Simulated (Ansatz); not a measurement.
# MoSi2N4 bilayer (AA') in a perpendicular field, part 2 of 3

Wanted: the out-of-plane response of the MoSi2N4 bilayer (AA'). A positive field points along +c.

Ansatz 0.2.0; plane-wave DFT, LDA, Ansatz PAW.

So far. Step 2 (Relaxation): The lattice constant a goes from 2.920 to 2.866 Å.

## 3. Atoms held, field 0

A sawtooth potential applies the field, turning back in the middle of the vacuum. With the dipole correction the typed value is the field outside the slab. The induced dipole is small, so the SCF threshold is tight.

The cell differs from the one that the last finished run ended in (c 57.647 → 34.830 Å).

input.yaml reads:

```yaml
crystal:
  lattice:
    - [2.8664431556, 0.0, 0.0]
    - [-1.4332215778, 2.4824125912, 0.0]
    - [0.0, 0.0, 34.8304592999]
  atoms:
    - { symbol: "N", position: [0.0, 0.0, 0.2583945254] }
    - { symbol: Si, position: [0.3333333333, 0.6666666667, 0.2730217489] }
    - { symbol: "N", position: [0.3333333333, 0.6666666667, 0.3229993895] }
    - { symbol: Mo, position: [0.0, 0.0, 0.358573101] }
    - { symbol: "N", position: [0.3333333333, 0.6666666667, 0.3941516382] }
    - { symbol: Si, position: [0.3333333333, 0.6666666667, 0.4441263678] }
    - { symbol: "N", position: [0.0, 0.0, 0.4586694662] }
    - { symbol: "N", position: [0.3333333333, 0.6666666667, 0.5413305338] }
    - { symbol: Si, position: [0.0, 0.0, 0.5558736322] }
    - { symbol: "N", position: [0.0, 0.0, 0.6058483618] }
    - { symbol: Mo, position: [0.3333333333, 0.6666666667, 0.641426899] }
    - { symbol: "N", position: [0.0, 0.0, 0.6770006105] }
    - { symbol: Si, position: [0.0, 0.0, 0.7269782511] }
    - { symbol: "N", position: [0.3333333333, 0.6666666667, 0.7416054746] }
kpoints:
  mp_grid: { grid: [18, 18, 1] }
  band_path:
    path: [[0, 0, 0], [0.5, 0, 0], [0.33333333, 0.33333333, 0], [0, 0, 0]]
    npoints: 16
hamiltonian:
  xc: lda
scf:
  occupations: { method: fermi_dirac, width: 0.02585 }
  convergence: { dr2_threshold: 1.0e-10 }
efield:
  axis: 3
  dipole_correction: true
  ramp_position: 0.97
  ramp_width: 0.06
  amplitude: 0
output:
  dos: { projected: true, e_range: [-6, 5] }
  bader: true
  write_potential: true
  write_density: true
  volumetric_format: npy
  elf: true
```

The run is started by

```console
$ ansatz run input.yaml --threads 4 --pin off --max-ram 6144MiB --backend cpu --events-out ev --progress --plain --runs-dir out
```

Numbers of over 12 decimals in the logs are rounded to 6 here.

The program printed:

```text
[...]
Crystal: 14 atoms, lattice volume = 247.843 Å³
Basis set: ecut = 420 eV, 4845 PW (Γ)
Bands: 56, of which v1, the nominal top of the filled ones, is band 42 counted from 1 (41 counted from 0)
Symmetry: 6 space group operations
k-points: 37 of 324 (time reversal used)
[...]
SCF iter   1: F=—  HF=-15126.730306 eV  |F-HF|=—  |Δ(HF+E_count)|=         —  Δρ=9.51e-3  dr2=2.50e-1  ethr=1.77e-3  p=-0.000 e·Å  D=-9.24e-14 V/Å  ΔV_dip=0.00 eV  dr2_dipole=7.74e-9  V_vac-E_F(+/−)=4.32/4.32 eV  ⟨swp⟩=9.8  Hψ=12467  notcnv=0  defer=18
efield: sawtooth ramp at fractional position 0.9700 (set: `efield.ramp_position`, or a place that a band, a saddle search or an elastic batch's reference lends), width 0.0600; the density the first Hamiltonian is built on has a dipole p = -0.000 e·Å; the dipole correction subtracts the counter field D = -9.24e-14 V/Å, which shifts the + side's vacuum level by +0.00 eV against the − side's; the planar-averaged density in the ramp window peaks in size at 2.2e-5 e/Å³
[...]
SCF iter   2: F=—  HF=-15126.683754 eV  |F-HF|=—  |Δ(HF+E_count)|=   4.66e-2  Δρ=4.42e-3  dr2=4.73e-2  ethr=2.98e-4  p=-0.000 e·Å  D=-1.02e-5 V/Å  ΔV_dip=0.00 eV  dr2_dipole=4.29e-9  V_vac-E_F(+/−)=4.25/4.25 eV  ⟨swp⟩=2.1  Hψ=3519  notcnv=0  defer=274
[...]
SCF iter  13: F=-15126.677358 eV  HF=-15126.677358 eV  |F-HF|=4.00e-11  |Δ(HF+E_count)|=  4.18e-11  Δρ=7.22e-8  dr2=1.81e-11  ethr=1.00e-12  p=0.000 e·Å  D=8.58e-8 V/Å  ΔV_dip=-0.00 eV  dr2_dipole=9.42e-13  V_vac-E_F(+/−)=4.69/4.69 eV  ⟨swp⟩=15.8  Hψ=8144  notcnv=0
SCF 1 converged in 13 iterations: F = -15126.677358 eV  dr2 = 1.81e-11
[...]
NSCF: frozen V_eff on 49 k-points
efield: sawtooth ramp at fractional position 0.9700 (kept from the solve that this one continues, or follows in the run), width 0.0600; the density the first Hamiltonian is built on has a dipole p = 0.000 e·Å; the dipole correction subtracts the counter field D = 8.58e-8 V/Å, which shifts the + side's vacuum level by -0.00 eV against the − side's; the planar-averaged density in the ramp window peaks in size at 4.1e-6 e/Å³
[...]
SCF converged after 13 iterations
Free energy (F): -15126.677358 eV
[...]
Internal energy: -15126.677358 eV  (E = F + TS)
E sigma→0 (E₀):  -15126.677358 eV
Fermi energy:    5.355217 eV
Dipole field:    D = -0.000001 V/Å  (p = -0.000001 e·Å, saw-weighted, corrected)
Work function:   Φ+ = 4.6858 eV   Φ− = 4.6858 eV
Levels:          The Fermi level and band energies are counted from a zero that moves with the ramp; work functions are not
[...]
--- Band table (eV; the first three rows and the last of 37) ---
  k-point 0: bands = [... 38 lower, 1.8797, 2.3232, 4.2853, 4.3784, 7.3310, 7.3310, 7.3316, 7.3316, ... 10 higher]
  k-point 1: bands = [... 38 lower, 2.0747, 2.3824, 4.2546, 4.3296, 7.2290, 7.2584, 7.3177, 7.3182, ... 10 higher]
  k-point 2: bands = [... 38 lower, 2.1840, 2.4163, 4.1085, 4.1442, 7.0862, 7.1587, 7.2829, 7.2830, ... 10 higher]
  k-point 36: bands = [... 38 lower, 2.9304, 2.9304, 3.8878, 3.8944, 6.3505, 6.3505, 7.5424, 7.6488, ... 10 higher]
--- Bader charges: 14 sites ---
  site symbol  charge [e]  shift [e]
     0      N     -2.2915     0.0100
     1     Si      3.0649     0.0131
     2      N     -1.6099     0.0022
     3     Mo      1.6728     0.0018
     4      N     -1.6100     0.0022
     5     Si      3.0670     0.0131
     6      N     -2.2934     0.0100
     7      N     -2.2933     0.0100
     8     Si      3.0670     0.0131
     9      N     -1.6100     0.0022
    10     Mo      1.6728     0.0018
    11      N     -1.6099     0.0022
    12     Si      3.0649     0.0131
    13      N     -2.2915     0.0100
  estimated error of the sums over rays = 5.7e-4 e
```

The job ended after 57 s (4 threads of Arm Neoverse V2, shared host; peak memory 0.96 GiB).

The column dr2 measures how far the density is from self-consistency, as an energy; F and HF (Harris–Foulkes) agree once it is small.

Numbers from this step:

| Item | Value |
| --- | --- |
| dipole along the normal | -1.49e-6 e·Å |
| gap along the path | 1.972 eV |
| smallest direct gap along the path | 2.456 eV |
| ionisation energy, upper face | 5.663 eV |
| electron affinity, upper face | 3.691 eV |
| gap, the smaller of path and mesh | 1.972 eV |

Running mean over a fixed 2.8 Å (it still follows the layers) of the planar mean; the ramp of the sawtooth is left out. Electron's electrostatic potential energy less the Fermi level against z:

| z (Å) | electron's electrostatic potential energy less the Fermi level (eV) |
| --- | --- |
| 4 | 4.69 |
| 5 | 4.68 |
| 6 | 4.67 |
| 7 | 4.11 |
| 8 | -2.80 |
| 9 | -9.08 |
| 10 | -11.3 |
| 11 | -10.0 |
| 12 | -13.7 |
| 13 | -13.7 |
| 14 | -10.0 |
| 15 | -11.3 |
| 16 | -9.06 |
| 17 | -3.54 |
| 18 | -4.71 |
| 19 | -9.40 |
| 20 | -11.3 |
| 21 | -10.4 |
| 22 | -14.2 |
| 23 | -13.1 |
| 24 | -9.88 |
| 25 | -11.0 |
| 26 | -8.59 |
| 27 | -1.13 |
| 28 | 4.37 |
| 29 | 4.67 |
| 30 | 4.69 |
| 31 | 4.69 |

The density of states has structure finer than the step of the table below, so its rows give means over 0.25 eV, whole bins alone (the curve runs from -6 to 2.99 eV). Peaks (eV: height): -3.490: 12.4, -3.220: 17.1, 1.660: 23.7, 1.910: 14.1, 2.160: 11.9, 2.330: 16.8, 2.550: 14.2.

The density of states by energy, zero at the Fermi level of the run, which the smearing sets inside the gap; means over each step:

energy (eV), density of states (states/eV a cell) and a bar:
```
    -5.75        6.0 ###############
    -5.50        4.8 ############
    -5.25        5.3 ##############
    -5.00        5.4 ##############
    -4.75        7.5 ###################
    -4.50        8.3 #####################
    -4.25        6.8 #################
    -4.00        7.7 ####################
    -3.75        6.8 ##################
    -3.50        9.5 ########################
    -3.25       10.9 ############################
    -3.00        5.4 ##############
    -2.75        1.7 ####
    -2.50        1.1 ###
    -2.25        3.7 #########
    -2.00        6.9 ##################
    -1.75        2.9 #######
    -1.50        1.4 ####
    -1.25        0.8 ##
    -1.00        0.3 #
    -0.75        0.0 
    -0.50        0.0 
    -0.25        0.0 
     0.00        0.0 
     0.25        0.0 
     0.50        0.0 
     0.75        0.0 
     1.00        0.2 #
     1.25        0.8 ##
     1.50        3.9 ##########
     1.75       11.7 ##############################
     2.00        7.6 ###################
     2.25       11.2 #############################
     2.50       11.6 ##############################
     2.75        2.3 ######
```

Projected DOS per atom over height of the atomic layer and energy from the Fermi level. Layers: N Si N Mo N Si N N Si N Mo N Si N from below.

Ten even steps from '0' (0.00 states/eV) to '9' (2.78 states/eV), each cell a mean:
```
00020000002000
12191211219121
00161000016100
01171100117110
00000000000000
00000000000000
00000000000000
00000000000000
00000000000000
00000000000000
00000000000000
00030000003000
00080000008000
00000000000000
10102011020101
40414033041404
20323022032302
20322011022302
20323022032302
10112022021101
10111011011101
20121022012102
```
Columns: height of the atomic layer (Å) from 9 to 25.8 (not evenly spaced); rows upwards: energy from the Fermi level (eV) from -5.96 to 2.95.

Electronic bands along the path, in eV, zero at the Fermi level of the run, which the smearing sets inside the gap:

| point | band 39 | band 40 | band 41 | band 42 | band 43 | band 44 | band 45 | band 46 |
| --- | --- | --- | --- | --- | --- | --- | --- | --- |
| Γ | -3.48 | -3.03 | -1.07 | -0.98 | 1.98 | 1.98 | 1.98 | 1.98 |
| halfway | -3.47 | -3.20 | -2.03 | -2.02 | 1.68 | 1.77 | 1.88 | 1.88 |
| M | -2.89 | -2.89 | -2.04 | -2.01 | 1.42 | 1.46 | 1.78 | 1.84 |
| halfway | -2.93 | -2.78 | -1.83 | -1.81 | 1.67 | 1.67 | 2.42 | 2.45 |
| K | -2.42 | -2.42 | -1.47 | -1.46 | 1.00 | 1.00 | 2.19 | 2.29 |
| halfway | -3.43 | -3.29 | -2.20 | -2.18 | 1.60 | 1.61 | 2.23 | 2.25 |
| Γ | -3.48 | -3.03 | -1.07 | -0.98 | 1.98 | 1.98 | 1.98 | 1.98 |

Electrostatic potential energy in the ca plane at fractional y = 0.667, with atoms of Si and N and Mo within 0.2 Å of it. With pseudopotentials it is smooth inside the atoms' cores, unlike the true potential.

Ten even steps from '0' (-58 eV) to '9' (10 eV), each cell a mean:
```
99999999999999888999997556899998888999999876
99999999999999888999997556899998888999999876
99999999999999877899988767889987778999999877
99999999999998632587558888756874247899998557
99999999999997300264005888401651005899995005
99999999999997300264005888301551004899994005
99999999999998522577447888645773236899997447
99999999999999877889888777889987678999999878
```
Columns run along c (16.0 Å, from fractional 0.11 to 0.57 of the cell; values clipped at the 3rd and 97th percentile), rows up along a (2.9 Å). Atoms in or near the plane, at fractional coordinates: Si at (0.27, 0.33), N at (0.32, 0.33), N at (0.39, 0.33), Si at (0.44, 0.33), N at (0.54, 0.33).

ELF in the ca plane at fractional y = 0.667, with atoms of Si and N and Mo within 0.2 Å of it. It is the smooth field of the valence electrons, not physical close to the nuclei.

Values, 5 rows by 16 columns, each cell a mean:
```
0.00 0.00 0.00 0.09 0.52 0.70 0.23 0.15 0.33 0.21 0.13 0.40 0.69 0.23 0.14 0.33
0.00 0.00 0.00 0.05 0.42 0.70 0.31 0.49 0.28 0.33 0.43 0.42 0.68 0.17 0.40 0.66
0.00 0.00 0.00 0.01 0.17 0.30 0.53 0.65 0.42 0.57 0.70 0.35 0.31 0.09 0.75 0.65
0.00 0.00 0.00 0.01 0.13 0.21 0.58 0.51 0.44 0.55 0.63 0.40 0.19 0.10 0.77 0.50
0.00 0.00 0.00 0.03 0.33 0.63 0.39 0.68 0.30 0.45 0.62 0.40 0.61 0.13 0.56 0.77
```
Columns run along c (16.0 Å, from fractional 0.11 to 0.57 of the cell), rows up along a (2.9 Å). Atoms in or near the plane, at fractional coordinates: Si at (0.27, 0.33), N at (0.32, 0.33), N at (0.39, 0.33), Si at (0.44, 0.33), N at (0.54, 0.33).

Valence density in the ca plane at fractional y = 0.667, with atoms of Si and N and Mo within 0.2 Å of it. It is the smooth field of the valence electrons, not physical close to the nuclei.

Ten even steps from '0' (0.0 e/Å³) to '9' (3.5 e/Å³), each cell a mean:
```
00000000000001111000001232100000111000000010
00000000000001111000001232100000111000000010
00000000000000111000111121111000111000000121
00000000000000110112442111354210011000002552
00000000000000000126994112698420000000015994
00000000000000000126994112699520000000015995
00000000000000110113552111364210011000003553
00000000000000111001111111111000111000001221
```
Columns run along c (16.0 Å, from fractional 0.11 to 0.57 of the cell), rows up along a (2.9 Å). Atoms in or near the plane, at fractional coordinates: Si at (0.27, 0.33), N at (0.32, 0.33), N at (0.39, 0.33), Si at (0.44, 0.33), N at (0.54, 0.33).

The gap is 1.97 eV, with the valence edge 5.66 eV and the conduction edge 3.69 eV under the upper vacuum level.

## 4. Single point, field 0.05 V/Å

input.yaml: that of step 3 with these lines changed.

```diff
@@ -35,6 +35,4 @@
   ramp_width: 0.06
-  amplitude: 0
+  amplitude: 0.05
 output:
-  dos: { projected: true, e_range: [-6, 5] }
-  bader: true
   write_potential: true
@@ -42,2 +40 @@
   volumetric_format: npy
-  elf: true
```

The program printed:

```text
[...]
Crystal: 14 atoms, lattice volume = 247.843 Å³
Basis set: ecut = 420 eV, 4845 PW (Γ)
Bands: 56, of which v1, the nominal top of the filled ones, is band 42 counted from 1 (41 counted from 0)
Symmetry: 6 space group operations
k-points: 37 of 324 (time reversal used)
[...]
k-point 0: bands = [... 38 lower, 1.9312, 2.3276, 4.2622, 4.4015, 7.2791, 7.2791, 7.3833, 7.3833, ... 10 higher]
  k-point 1: bands = [... 38 lower, 2.0714, 2.3891, 4.2281, 4.3561, 7.1891, 7.2657, 7.2978, 7.3700, ... 10 higher]
  k-point 2: bands = [... 38 lower, 2.1756, 2.4259, 4.0714, 4.1813, 7.0586, 7.1854, 7.2308, 7.3350, ... 10 higher]
  k-point 36: bands = [... 38 lower, 2.8770, 2.9846, 3.8388, 3.9433, 6.2984, 6.4026, 7.5212, 7.6698, ... 10 higher]
[key lines of the parts left out:]
SCF converged after 16 iterations
Free energy (F): -15126.678123 eV
Fermi energy:    5.349805 eV
Dipole field:    D = 0.022346 V/Å  (p = 0.030607 e·Å, saw-weighted, corrected)
```

It took 35 s on 4 threads; peak memory 0.89 GiB.

The dipole is 0.0306 e·Å, and the gap 1.897 eV.

## 5. Single point, field -0.05 V/Å

input.yaml: that of step 4 with these lines changed.

```diff
@@ -35,3 +35,3 @@
   ramp_width: 0.06
-  amplitude: 0.05
+  amplitude: -0.05
 output:
```

The program printed:

```text
[...]
Crystal: 14 atoms, lattice volume = 247.843 Å³
Basis set: ecut = 420 eV, 4845 PW (Γ)
Bands: 56, of which v1, the nominal top of the filled ones, is band 42 counted from 1 (41 counted from 0)
Symmetry: 6 space group operations
k-points: 37 of 324 (time reversal used)
[...]
k-point 0: bands = [... 38 lower, 1.9312, 2.3276, 4.2622, 4.4015, 7.2791, 7.2791, 7.3833, 7.3833, ... 10 higher]
  k-point 1: bands = [... 38 lower, 2.0714, 2.3891, 4.2281, 4.3561, 7.1891, 7.2657, 7.2978, 7.3700, ... 10 higher]
  k-point 2: bands = [... 38 lower, 2.1756, 2.4259, 4.0714, 4.1813, 7.0586, 7.1854, 7.2308, 7.3350, ... 10 higher]
  k-point 36: bands = [... 38 lower, 2.8770, 2.9846, 3.8388, 3.9433, 6.2984, 6.4026, 7.5212, 7.6698, ... 10 higher]
[key lines of the parts left out:]
SCF converged after 16 iterations
Free energy (F): -15126.678123 eV
Fermi energy:    5.349805 eV
Dipole field:    D = -0.022345 V/Å  (p = -0.030606 e·Å, saw-weighted, corrected)
```

Run time: 35 s. Hardware: 4 threads; peak memory 0.89 GiB; 2.3 min of CPU time.

The dipole is -0.0306 e·Å, and the gap 1.897 eV.

## 6. Atoms held, field 0.1 V/Å

input.yaml: that of step 5 with these lines changed.

```diff
@@ -35,3 +35,3 @@
   ramp_width: 0.06
-  amplitude: -0.05
+  amplitude: 0.1
 output:
```

The program printed:

```text
[...]
Crystal: 14 atoms, lattice volume = 247.843 Å³
Basis set: ecut = 420 eV, 4845 PW (Γ)
Bands: 56, of which v1, the nominal top of the filled ones, is band 42 counted from 1 (41 counted from 0)
Symmetry: 6 space group operations
k-points: 37 of 324 (time reversal used)
[...]
k-point 0: bands = [... 38 lower, 1.9832, 2.3405, 4.2182, 4.4453, 7.2268, 7.2268, 7.4352, 7.4352, ... 10 higher]
  k-point 1: bands = [... 38 lower, 2.0638, 2.4081, 4.1818, 4.4022, 7.1373, 7.2134, 7.3479, 7.4218, ... 10 higher]
  k-point 2: bands = [... 38 lower, 2.1538, 2.4513, 4.0209, 4.2317, 7.0108, 7.1785, 7.2299, 7.3820, ... 10 higher]
  k-point 36: bands = [... 38 lower, 2.8246, 3.0396, 3.7866, 3.9951, 6.2461, 6.4546, 7.4785, 7.7116, ... 10 higher]
[key lines of the parts left out:]
SCF converged after 16 iterations
Free energy (F): -15126.680419 eV
Fermi energy:    5.346368 eV
Dipole field:    D = 0.044691 V/Å  (p = 0.061212 e·Å, saw-weighted, corrected)
```

Run time: 35 s. Hardware: 4 threads; peak memory 0.9 GiB.

The dipole is 0.0612 e·Å, and the gap 1.801 eV.

## 7. Atoms held, field 0.2 V/Å

input.yaml: that of step 6 with these lines changed.

```diff
@@ -35,3 +35,3 @@
   ramp_width: 0.06
-  amplitude: 0.1
+  amplitude: 0.2
 output:
```

The program printed:

```text
[...]
Crystal: 14 atoms, lattice volume = 247.843 Å³
Basis set: ecut = 420 eV, 4845 PW (Γ)
Bands: 56, of which v1, the nominal top of the filled ones, is band 42 counted from 1 (41 counted from 0)
Symmetry: 6 space group operations
k-points: 37 of 324 (time reversal used)
[...]
k-point 0: bands = [... 38 lower, 2.0870, 2.3875, 4.1194, 4.5437, 7.1217, 7.1217, 7.3745, 7.3745, ... 10 higher]
  k-point 1: bands = [... 38 lower, 2.0613, 2.4712, 4.0812, 4.5024, 7.0312, 7.1084, 7.3211, 7.4538, ... 10 higher]
  k-point 2: bands = [... 38 lower, 2.0952, 2.5272, 3.9175, 4.3345, 6.9062, 7.0735, 7.2592, 7.3502, ... 10 higher]
  k-point 36: bands = [... 38 lower, 2.7221, 3.1519, 3.6818, 4.0986, 6.1413, 6.5581, 7.3793, 7.8073, ... 10 higher]
[key lines of the parts left out:]
SCF converged after 17 iterations
Free energy (F): -15126.689601 eV
Fermi energy:    5.343656 eV
Dipole field:    D = 0.089386 V/Å  (p = 0.122430 e·Å, saw-weighted, corrected)
```

Wall time 36 s (4 threads); peak memory 0.9 GiB.

The dipole is 0.122 e·Å, and the gap 1.598 eV.

## 8. Single point, field 0.3 V/Å

input.yaml: that of step 7 with these lines changed.

```diff
@@ -35,4 +35,6 @@
   ramp_width: 0.06
-  amplitude: 0.2
+  amplitude: 0.3
 output:
+  dos: { projected: true, e_range: [-6, 5] }
+  bader: true
   write_potential: true
@@ -40 +42,2 @@
   volumetric_format: npy
+  elf: true
```

The program printed:

```text
[...]
Crystal: 14 atoms, lattice volume = 247.843 Å³
Basis set: ecut = 420 eV, 4845 PW (Γ)
Bands: 56, of which v1, the nominal top of the filled ones, is band 42 counted from 1 (41 counted from 0)
Symmetry: 6 space group operations
k-points: 37 of 324 (time reversal used)
[...]
2      N     -1.6138     0.0022
     3     Mo      1.6729     0.0018
     4      N     -1.6062     0.0022
     5     Si      3.0674     0.0131
     6      N     -2.2901     0.0100
     7      N     -2.2965     0.0100
     8     Si      3.0666     0.0131
     9      N     -1.6140     0.0022
    10     Mo      1.6729     0.0018
    11      N     -1.6060     0.0022
    12     Si      3.0654     0.0131
    13      N     -2.2856     0.0100
  estimated error of the sums over rays = 6.2e-4 e
[key lines of the parts left out:]
SCF converged after 16 iterations
Free energy (F): -15126.704906 eV
Fermi energy:    5.341908 eV
Dipole field:    D = 0.134094 V/Å  (p = 0.183664 e·Å, saw-weighted, corrected)
```

Elapsed: 60 s, on 4 threads; peak memory 0.94 GiB.

The dipole is 0.184 e·Å, and the gap 1.391 eV.

[end of part 2 of 3]

[Logs are printed without paths, hosts, clocks, repeated set-up lines and the standing remarks that a program may print on its own settings, such as how far it seeks lower states.]

[Hosts, paths, dates, database ids (printed as entryN), source tags and the programs' standing remarks are cut or masked in the printed files.]

[Maps of the electrostatic potential energy from Ansatz leave out the sawtooth potential of an applied field or a dipole correction, so their vacuum need not be flat; planar profiles and work functions include it.]

[The density of states shown here was stored with 400 of the rows of the run's finer table, so its peaks can read low, often by over a quarter, or be missed, and its means over a window can be off by a tenth or more.]
